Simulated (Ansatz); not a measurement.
# V in Al(100), 2x2: scattering by a point defect, part 2 of 3

How strong a scatterer is V in Al(100), 2x2, and does relaxation matter?

Ansatz 0.2.0; Ansatz plane-wave DFT, PBE, PAW files, collinear spin; ballistic transport by layer matching (Landauer), zero bias; PAW set soft_1 (the session's first sound run).

So far. Step 2 (Transmission at ideal sites): Nearest the Fermi level spin up passes 3.43 of 6.13 channels of the lower lead and spin down 4.09 of 6.13.

## (3) Resistance at ideal sites

This step: Ansatz plane-wave DFT, PBE, PAW files, collinear spin; ballistic transport by layer matching (Landauer), zero bias; area resistance of the defect plane and resistivity an atomic per cent; PAW set soft_1 (Ansatz 0.2.0).

This step gave:

```
area resistance                                                                                 : 0.4163 fΩ m²
T over the leads' mean channel count                                                            : 0.6104
spin asymmetry γ                                                                                : -0.2356 (R down - R up) / (R down + R up)
resistivity per at.% scaled from this dense plane, with the factor 3/4 for isotropic scattering : 6.170 µΩ cm
```

Averaged over the energies near the Fermi level, 61.0 % of the channels pass, which makes 0.416 fΩ m².

By hand, with means over the energies near the Fermi level: RA per spin = A (h/e²)(1/T − ½[1/N₁ + 1/N₂]); spin up: 32.77×10⁻²⁰ m² × 25 813 Ω × (1/3.467 − ½[1/6.263 + 1/6.263]) = 1.09 fΩ m²; spin down: 32.77×10⁻²⁰ m² × 25 813 Ω × (1/4.179 − ½[1/6.263 + 1/6.263]) = 0.674 fΩ m². The spins conduct in parallel, so 1/RA = 1/1.09 + 1/0.674 and RA = 0.416 fΩ m²; γ = (0.674 − 1.09)/(0.674 + 1.09) = -0.24.

## (4) Relaxing the neighbours

The neighbours of the defect are let go while the lead's layers stay on their sites, since a lead must repeat to 0.01 Å.

This step: Ansatz plane-wave DFT, PBE, PAW files, collinear spin; relaxation with the lead's layers held; PAW set soft_1 (Ansatz 0.2.0).

Contents of input.yaml:

```yaml
crystal:
  lattice:
    - [5.7246940741, 0.0, 0.0]
    - [0.0, 5.7246940741, 0.0]
    - [0.0, 0.0, 24.28782]
  atoms:
    - { symbol: Al, position: [0.0, 0.0, 0.0416666667] }
    - { symbol: Al, position: [0.0, 0.5, 0.0416666667] }
    - { symbol: Al, position: [0.5, 0.0, 0.0416666667] }
    - { symbol: Al, position: [0.5, 0.5, 0.0416666667] }
    - { symbol: Al, position: [0.25, 0.25, 0.125] }
    - { symbol: Al, position: [0.25, 0.75, 0.125] }
    - { symbol: Al, position: [0.75, 0.25, 0.125] }
    - { symbol: Al, position: [0.75, 0.75, 0.125] }
    - { symbol: Al, position: [0.0, 0.0, 0.2083333333] }
    - { symbol: Al, position: [0.0, 0.5, 0.2083333333] }
    - { symbol: Al, position: [0.5, 0.0, 0.2083333333] }
    - { symbol: Al, position: [0.5, 0.5, 0.2083333333] }
    - { symbol: Al, position: [0.25, 0.25, 0.2916666667] }
    - { symbol: Al, position: [0.25, 0.75, 0.2916666667] }
    - { symbol: Al, position: [0.75, 0.25, 0.2916666667] }
    - { symbol: Al, position: [0.75, 0.75, 0.2916666667] }
    - { symbol: Al, position: [0.0, 0.0, 0.375] }
    - { symbol: Al, position: [0.0, 0.5, 0.375] }
    - { symbol: Al, position: [0.5, 0.0, 0.375] }
    - { symbol: Al, position: [0.5, 0.5, 0.375] }
    - { symbol: Al, position: [0.25, 0.25, 0.4583333333] }
    - { symbol: Al, position: [0.25, 0.75, 0.4583333333] }
    - { symbol: Al, position: [0.75, 0.25, 0.4583333333] }
    - { symbol: Al, position: [0.75, 0.75, 0.4583333333] }
    - { symbol: V, position: [0.0, 0.0, 0.5416666667], spin: 1.0 }
    - { symbol: Al, position: [0.0, 0.5, 0.5416666667] }
    - { symbol: Al, position: [0.5, 0.0, 0.5416666667] }
    - { symbol: Al, position: [0.5, 0.5, 0.5416666667] }
    - { symbol: Al, position: [0.25, 0.25, 0.625] }
    - { symbol: Al, position: [0.25, 0.75, 0.625] }
    - { symbol: Al, position: [0.75, 0.25, 0.625] }
    - { symbol: Al, position: [0.75, 0.75, 0.625] }
    - { symbol: Al, position: [0.0, 0.0, 0.7083333333] }
    - { symbol: Al, position: [0.0, 0.5, 0.7083333333] }
    - { symbol: Al, position: [0.5, 0.0, 0.7083333333] }
    - { symbol: Al, position: [0.5, 0.5, 0.7083333333] }
    - { symbol: Al, position: [0.25, 0.25, 0.7916666667] }
    - { symbol: Al, position: [0.25, 0.75, 0.7916666667] }
    - { symbol: Al, position: [0.75, 0.25, 0.7916666667] }
    - { symbol: Al, position: [0.75, 0.75, 0.7916666667] }
    - { symbol: Al, position: [0.0, 0.0, 0.875] }
    - { symbol: Al, position: [0.0, 0.5, 0.875] }
    - { symbol: Al, position: [0.5, 0.0, 0.875] }
    - { symbol: Al, position: [0.5, 0.5, 0.875] }
    - { symbol: Al, position: [0.25, 0.25, 0.9583333333] }
    - { symbol: Al, position: [0.25, 0.75, 0.9583333333] }
    - { symbol: Al, position: [0.75, 0.25, 0.9583333333] }
    - { symbol: Al, position: [0.75, 0.75, 0.9583333333] }
magnetization:
  spin_polarized: true
kpoints:
  mp_grid: { grid: [4, 4, 1] }
hamiltonian:
  xc: pbe
  pseudopotentials: { kind: paw, azcp: { folder: soft_1 } }
scf:
  occupations: { method: fermi_dirac, width: 0.1 }
relax:
  f_tol: 0.03
  max_steps: 40
  constraints:
    - { sites: [0, 1, 2, 3, 4, 5, 6, 7, 8, 9, 10, 11, 36, 37, 38, 39, 40, 41, 42, 43, 44, 45, 46, 47] }
```

Run with:

```
> ansatz run input.yaml --threads 4 --pin off --max-ram 15360MiB --backend cpu --events-out ev --progress --plain --runs-dir out
```

Numbers of over 12 decimals in the logs are rounded to 6 here.

The program printed:

```text
Warning: crystal.symmetry: narrowed to the stabiliser of the relax constraints — unitary ops 16 → 8; lowered at sites 12, 13, 14, 15, 36, 37, 38, 39 (the operations that carried what is held of a site onto what its image site leaves free; the constrained walk keeps no symmetry that its constraints do not admit)
[...]
Crystal: 48 atoms, lattice volume = 795.963 Å³
Basis set: ecut = 420 eV, 15629 PW (Γ), exchange–correlation on 80×80×360 points (8 copies of the dense FFT grid, shifted against one another)
Bands: 126, of which v1, the nominal top of the filled ones, is band 77 counted from 1 (76 counted from 0)
Symmetry: 8 space group operations
k-points: 6 of 16
[...]
Starting moments: Σ|m| = 1 μB on 1 of 48 sites
[...]
SCF iter   1: F=—  HF=-28177.279759 eV  |F-HF|=—  |Δ(HF+E_count)|=         —  Δρ=1.24e-2 (↑1.24e-2 ↓1.16e-2)  dr2=4.89e0  dr2_m=1.89e-2  M=0.852 μB ∫|m|=1.153 μB  β_m=0.30  ethr=3.10e-3  ⟨swp⟩=6.2  Hψ=6744  notcnv=0  defer=40
[...]
SCF iter  12: F=-28175.604379 eV  HF=-28175.604379 eV  |F-HF|=5.60e-7  |Δ(HF+E_count)|=   7.95e-8  Δρ=3.23e-6 (↑3.23e-6 ↓1.47e-6)  dr2=5.77e-7  dr2_m=5.69e-9  M=1.251 μB ∫|m|=1.784 μB  ethr=6.32e-10  ⟨swp⟩=1.0  Hψ=4025  notcnv=0
SCF 1 converged in 12 iterations: F = -28175.604379 eV  dr2 = 5.77e-7
[...]
relax step   1: F+E_penalty+E_count = -28175.60437854 eV  Δ(F+E_penalty+E_count) = +0.000e0 eV  max|allowed force component| = 2.336e-1 eV/Å  Δτ_max = 0.0000 Å  (12 SCF iters, dr2 threshold 2.25e-5 eV, accepted)
[...]
SCF iter   1: F=—  HF=-28175.716805 eV  |F-HF|=—  |Δ(HF+E_count)|=         —  Δρ=2.56e-3 (↑1.75e-3 ↓2.56e-3)  dr2=9.37e-1  dr2_m=2.30e-2  M=1.041 μB ∫|m|=1.556 μB  β_m=0.30  ethr=5.03e-4  ⟨swp⟩=1.0  Hψ=4865  notcnv=0  defer=123
eigensolver tolerance schedule calibrated: the retry pair's looser diagonalisation under-reported the residual by θ = 0.17 (0.22/decade); ethr = c·dr2/N_el runs at the constant in force after the calibration composes with the one it found (an armed cap, an earlier calibration), c = 2.1e-2
[...]
SCF iter   2: F=—  HF=-28175.697816 eV  |F-HF|=—  |Δ(HF+E_count)|=   1.90e-2  Δρ=1.88e-3 (↑1.51e-3 ↓1.88e-3)  dr2=4.84e-1  dr2_m=1.49e-2  M=1.029 μB ∫|m|=1.529 μB  β_m=0.65  ethr=1.28e-4  ⟨swp⟩=1.2  Hψ=1514  notcnv=0  defer=126
[...]
SCF iter  10: F=-28175.668951 eV  HF=-28175.668951 eV  |F-HF|=2.11e-7  |Δ(HF+E_count)|=   6.73e-8  Δρ=1.86e-6 (↑1.86e-6 ↓9.85e-7)  dr2=2.17e-7  dr2_m=1.51e-9  M=0.905 μB ∫|m|=1.296 μB  ethr=7.99e-11  ⟨swp⟩=1.0  Hψ=4091  notcnv=0
SCF 2 converged in 10 iterations: F = -28175.668951 eV  dr2 = 2.17e-7
relax step   2: F+E_penalty+E_count = -28175.66895101 eV  Δ(F+E_penalty+E_count) = -6.457e-2 eV  max|allowed force component| = 5.659e-2 eV/Å  Δτ_max = 0.0934 Å  (10 SCF iters, dr2 threshold 3.41e-6 eV, accepted)
SCF iter   1: F=—  HF=-28175.676034 eV  |F-HF|=—  |Δ(HF+E_count)|=         —  Δρ=4.95e-4 (↑4.95e-4 ↓4.38e-4)  dr2=3.61e-2  dr2_m=1.11e-3  M=0.948 μB ∫|m|=1.346 μB  β_m=0.65  ethr=3.35e-4  ⟨swp⟩=3.0  Hψ=2689  notcnv=0  defer=134
[...]
SCF iter  12: F=-28175.674488 eV  HF=-28175.674488 eV  |F-HF|=2.20e-8  |Δ(HF+E_count)|=   2.39e-9  Δρ=5.91e-7 (↑5.91e-7 ↓3.09e-7)  dr2=2.26e-8  dr2_m=1.50e-10  M=0.974 μB ∫|m|=1.394 μB  ethr=1.00e-12  ⟨swp⟩=1.0  Hψ=4111  notcnv=0
SCF 3 converged in 12 iterations: F = -28175.674488 eV  dr2 = 2.26e-8
relax step   3: F+E_penalty+E_count = -28175.67448784 eV  Δ(F+E_penalty+E_count) = -5.537e-3 eV  max|allowed force component| = 8.212e-3 eV/Å  Δτ_max = 0.0207 Å  (12 SCF iters, accepted)
SCF converged after 12 iterations
Magnetization: 0.9737 μB (77.4869 up, 76.5131 down)
Absolute magnetization: 1.3968 μB (∫|ρ↑−ρ↓|, with the PAW one-centre terms)
[...]
Per-site moments (μB) at R_I (Å): [(-0.000685004, 1.180718), (0.000131144, 1.180718), (0.000131144, 1.180718), (0.00183131, 1.180718), (4.1061780133948997e-5, 1.180718), (4.106178013396999e-5, 1.180718), (4.106178013395796e-5, 1.180718), (4.106178013395532e-5, 1.180718), (-8.82071577103939e-5, 1.180718), (-0.00217801, 1.180718), (-0.00217801, 1.180718), (-0.000108948, 1.180718), (0.000808984, 1.176767), (0.000808984, [...]
Free energy (F): -28175.674488 eV
[...]
Internal energy: -28174.915549 eV  (E = F + TS)
E sigma→0 (E₀):  -28175.295018 eV
Entropy (-TS):   -0.758939 eV (-15.811 meV/atom)
Fermi energy:    7.901474 eV
[...]
--- Forces (eV/Å), atoms counted from 1 ---
  atom   1  Al    -0.00000000     0.00000000     0.00670096
  atom   2  Al     0.00000000     0.00000000     0.00770588
  atom   3  Al    -0.00000000     0.00000000     0.00770588
  atom   4  Al     0.00000000     0.00000000     0.00807968
  atom   5  Al    -0.04143495    -0.04143495    -0.00566727
  atom   6  Al    -0.04143495     0.04143495    -0.00566727
  atom   7  Al     0.04143495    -0.04143495    -0.00566727
  atom   8  Al     0.04143495     0.04143495    -0.00566727
  atom   9  Al    -0.00000000     0.00000000    -0.02837505
  atom  10  Al     0.00000000     0.00000000     0.08081427
  atom  11  Al    -0.00000000     0.00000000     0.08081427
  atom  12  Al     0.00000000     0.00000000     0.10460425
  atom  13  Al    -0.00001562    -0.00001562     0.00107170
  atom  14  Al    -0.00001562     0.00001562     0.00107170
  atom  15  Al     0.00001562    -0.00001562     0.00107170
  atom  16  Al     0.00001562     0.00001562     0.00107170
  atom  17  Al     0.00000000     0.00000000    -0.00444627
  atom  18  Al    -0.00000000     0.00000000     0.00214721
  atom  19  Al     0.00000000     0.00000000     0.00214721
  atom  20  Al     0.00000000     0.00000000    -0.00821173
  atom  21  Al     0.00165100     0.00165100    -0.00131253
  atom  22  Al     0.00165100    -0.00165100    -0.00131253
  atom  23  Al    -0.00165100     0.00165100    -0.00131253
  atom  24  Al    -0.00165100    -0.00165100    -0.00131253
  atom  25  V     -0.00000000     0.00000000     0.00069740
  atom  26  Al     0.00000000     0.00000000    -0.00027559
  atom  27  Al    -0.00000000     0.00000000    -0.00027559
  atom  28  Al     0.00000000     0.00000000     0.00076462
  atom  29  Al     0.00121484     0.00121484     0.00117061
  atom  30  Al     0.00121484    -0.00121484     0.00117061
  atom  31  Al    -0.00121484     0.00121484     0.00117061
  atom  32  Al    -0.00121484    -0.00121484     0.00117061
  atom  33  Al     0.00000000     0.00000000     0.00558533
  atom  34  Al     0.00000000     0.00000000    -0.00220978
  atom  35  Al     0.00000000     0.00000000    -0.00220978
  atom  36  Al    -0.00000000     0.00000000     0.00619190
  atom  37  Al    -0.02772166    -0.02772166    -0.05665645
  atom  38  Al    -0.02772166     0.02772166    -0.05665645
  atom  39  Al     0.02772166    -0.02772166    -0.05665645
  atom  40  Al     0.02772166     0.02772166    -0.05665645
  atom  41  Al     0.00000000     0.00000000     0.06180780
  atom  42  Al    -0.00000000     0.00000000    -0.03037568
  atom  43  Al     0.00000000     0.00000000    -0.03037568
  atom  44  Al    -0.00000000     0.00000000    -0.04234316
  atom  45  Al    -0.04258031    -0.04258031     0.00472694
  atom  46  Al    -0.04258031     0.04258031     0.00472694
  atom  47  Al     0.04258031    -0.04258031     0.00472694
  atom  48  Al     0.04258031     0.04258031     0.00472694
  max |Σ_I F_I| component: 3.67e-7 eV/Å
--- Relaxed structure (3 steps of the walk, 3 accepted, 0 SCFs on fresh bases) ---
  F+E_penalty+E_count = -28175.67448784 eV   max|allowed force component| = 8.212e-3 eV/Å
  atoms:
    - { symbol: Al, position: [0.0, 0.0, 0.041667] }
    - { symbol: Al, position: [0.0, 0.500000, 0.041667] }
    - { symbol: Al, position: [0.500000, 0.0, 0.041667] }
    - { symbol: Al, position: [0.500000, 0.500000, 0.041667] }
    - { symbol: Al, position: [0.250000, 0.250000, 0.125000] }
    - { symbol: Al, position: [0.250000, 0.750000, 0.125000] }
    - { symbol: Al, position: [0.750000, 0.250000, 0.125000] }
    - { symbol: Al, position: [0.750000, 0.750000, 0.125000] }
    - { symbol: Al, position: [0.0, 0.0, 0.208333] }
    - { symbol: Al, position: [0.0, 0.500000, 0.208333] }
    - { symbol: Al, position: [0.500000, 0.0, 0.208333] }
    - { symbol: Al, position: [0.500000, 0.500000, 0.208333] }
    - { symbol: Al, position: [0.249163, 0.249163, 0.292561] }
    - { symbol: Al, position: [0.249163, 0.750837, 0.292561] }
    - { symbol: Al, position: [0.750837, 0.249163, 0.292561] }
    - { symbol: Al, position: [0.750837, 0.750837, 0.292561] }
    - { symbol: Al, position: [0, 0.0, 0.376244] }
    - { symbol: Al, position: [0, 0.500000, 0.376788] }
    - { symbol: Al, position: [0.500000, 0.0, 0.376788] }
    - { symbol: Al, position: [0.500000, 0.500000, 0.375943] }
    - { symbol: Al, position: [0.247554, 0.247554, 0.461214] }
    - { symbol: Al, position: [0.247554, 0.752446, 0.461214] }
    - { symbol: Al, position: [0.752446, 0.247554, 0.461214] }
    - { symbol: Al, position: [0.752446, 0.752446, 0.461214] }
    - { symbol: V, position: [0, 0.0, 0.542040] }
    - { symbol: Al, position: [0, 0.500000, 0.542033] }
    - { symbol: Al, position: [0.500000, 0.0, 0.542033] }
    - { symbol: Al, position: [0.500000, 0.500000, 0.542064] }
    - { symbol: Al, position: [0.247473, 0.247473, 0.622821] }
    - { symbol: Al, position: [0.247473, 0.752527, 0.622821] }
    - { symbol: Al, position: [0.752527, 0.247473, 0.622821] }
    - { symbol: Al, position: [0.752527, 0.752527, 0.622821] }
    - { symbol: Al, position: [0, 0.0, 0.708024] }
    - { symbol: Al, position: [0, 0.500000, 0.707326] }
    - { symbol: Al, position: [0.500000, 0.0, 0.707326] }
    - { symbol: Al, position: [0.500000, 0.500000, 0.708006] }
    - { symbol: Al, position: [0.250000, 0.250000, 0.791667] }
    - { symbol: Al, position: [0.250000, 0.750000, 0.791667] }
    - { symbol: Al, position: [0.750000, 0.250000, 0.791667] }
    - { symbol: Al, position: [0.750000, 0.750000, 0.791667] }
    - { symbol: Al, position: [0.0, 0.0, 0.875000] }
    - { symbol: Al, position: [0.0, 0.500000, 0.875000] }
    - { symbol: Al, position: [0.500000, 0.0, 0.875000] }
    - { symbol: Al, position: [0.500000, 0.500000, 0.875000] }
    - { symbol: Al, position: [0.250000, 0.250000, 0.958333] }
    - { symbol: Al, position: [0.250000, 0.750000, 0.958333] }
    - { symbol: Al, position: [0.750000, 0.250000, 0.958333] }
    - { symbol: Al, position: [0.750000, 0.750000, 0.958333] }
```

It took 87 s on 4 threads of Intel Xeon Platinum 8488C (Sapphire Rapids), shared host; peak memory 2.5 GiB; 5.4 min of CPU time.

Relaxation path:

```csv
step,energy less that of the first step (eV),largest force component (eV/Å)
1,0.0000,0.2336
2,-0.0646,0.0566
3,-0.0701,0.0082
```

The atoms that moved most (Å):

```csv
atom,dx,dy,dz,length
Al21,-0.014,-0.014,0.070,0.073
Al22,-0.014,0.014,0.070,0.073
Al23,0.014,-0.014,0.070,0.073
Al24,0.014,0.014,0.070,0.073
Al29,-0.014,-0.014,-0.053,0.057
Al30,-0.014,0.014,-0.053,0.057
Al31,0.014,-0.014,-0.053,0.057
Al32,0.014,0.014,-0.053,0.057
```

This step gave:

* free energy: -28175.6745 eV
* energy at zero smearing: -28175.2950 eV
* Fermi energy: 7.901 eV
* magnetization: 0.9737 μB
* absolute magnetization: 1.397 μB

The largest force component on a free atom ends at 0.0082 eV/Å, under the tolerance of 0.03, after 3 steps.

(Part 2 of 3 ends here.)

[Logs are printed without paths, hosts, clocks, repeated set-up lines and the standing remarks that a program may print on its own settings, such as how far it seeks lower states.]

[Hosts, paths, dates, database ids (printed as entryN), source tags and the programs' standing remarks are cut or masked in the printed files.]
